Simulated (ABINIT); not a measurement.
BN:

```
N B
1.0
     0.00000    1.81300    1.81300
     1.81300    0.00000    1.81300
     1.81300    1.81300    0.00000
N B
1 1
Direct
  0.25000 0.25000 0.25000
  0.00000 0.00000 0.00000
```

The cell is a database's computed one.

Base run:

```yaml
Program: ABINIT 10.8.3 (patched build)
Functional: PBEsol
Potentials_or_basis: JTH PAW PBE v2.0
Cutoff: 707 eV
k_mesh: 13 × 13 × 13
Occupations: fermi-dirac, width 0.05 eV
Spin: no spin polarisation
```

Its results: band gap on the k mesh 4.34 eV, indirect (least direct gap 8.70 eV); pressure -6.1 GPa.

Question: The run is repeated on the same cell with these changes: functional from PBEsol to PBE. What comes out?

Answer: Band gap on the k mesh 4.52 eV, indirect (least direct gap 8.76 eV); pressure -0.4 GPa.

PBE binds less tightly than PBEsol, so the same cell stands under more pressure.

Caveats: the PAW data sets were made with another functional, which shifts forces and pressure a little (some runs).

A k mesh can miss the band edges.
